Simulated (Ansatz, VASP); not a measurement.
Given: the input of a run of Ansatz 0.2.0 on TiC.

File input.yaml:

```yaml
crystal:
  lattice:
    - [0.0, 2.1657188437, 2.1657188437]
    - [2.1657188437, 0.0, 2.1657188437]
    - [2.1657188437, 2.1657188437, 0.0]
  atoms:
    - { symbol: Ti, position: [0.0, 0.0, 0.0] }
    - { symbol: C, position: [0.5, 0.5, 0.5] }
kpoints:
  mp_grid: { grid: [11, 11, 11] }
scf:
  occupations: { method: gaussian, width: 0.012 }
hamiltonian:
  xc: pbe
  pseudopotentials: { kind: all_electron, lapw: { basis_error: 0.001 } }
output:
  forces: true
  stress: true
  eigenvalues: true
```

Potentials or basis: all-electron LAPW, scalar-relativistic.

Run with:

```console
$ ansatz run input.yaml --threads 1 --pin off --max-ram 3072MiB --backend cpu --events-out ev --progress --plain --runs-dir out
```

Translate it to VASP 6.6.1. Potentials there: VASP PAW PBE potentials, release 64 (Ti_sv, C).

As run (the cutoff follows the program's own potentials):

File INCAR:

```
SYSTEM = TiC
PREC = Accurate
ENCUT = 520
EDIFF = 1E-6
ISMEAR = 0
SIGMA = 0.012
LREAL = .FALSE.
LASPH = .TRUE.
NELM = 80
ALGO = Normal
ISIF = 2
LWAVE = .FALSE.
LCHARG = .FALSE.
GGA = PE
NBANDS = 15
```

The input KPOINTS:

```
Automatic mesh
0
G
  11 11 11
  0 0 0
```

POSCAR

```
TiC
1.0
    0.0000000000      2.1657188437      2.1657188437
    2.1657188437      0.0000000000      2.1657188437
    2.1657188437      2.1657188437      0.0000000000
Ti C
1 1
Direct
    0.0000000000      0.0000000000      0.0000000000
    0.5000000000      0.5000000000      0.5000000000
```

Potentials or basis: VASP PAW PBE potentials, release 64 (Ti_sv, C).

Command:

```bash
$ cat potpaw_PBE.64/Ti_sv/POTCAR potpaw_PBE.64/C/POTCAR > POTCAR
$ mpirun -np 1 vasp_std > vasp.out
```

Both were run:

|  | VASP | Ansatz | Ansatz less VASP |
| --- | --- | --- | --- |
| gap on the k mesh at the Fermi level (eV) | none | none | - |
| pressure (GPa) | 0.5 | 0.2 | -0.25 |

A gap of «none» marks a metal or a gap that the smearing closes. Ansatz ran all-electron here, so the differences hold the error of VASP's frozen core and of both bases.
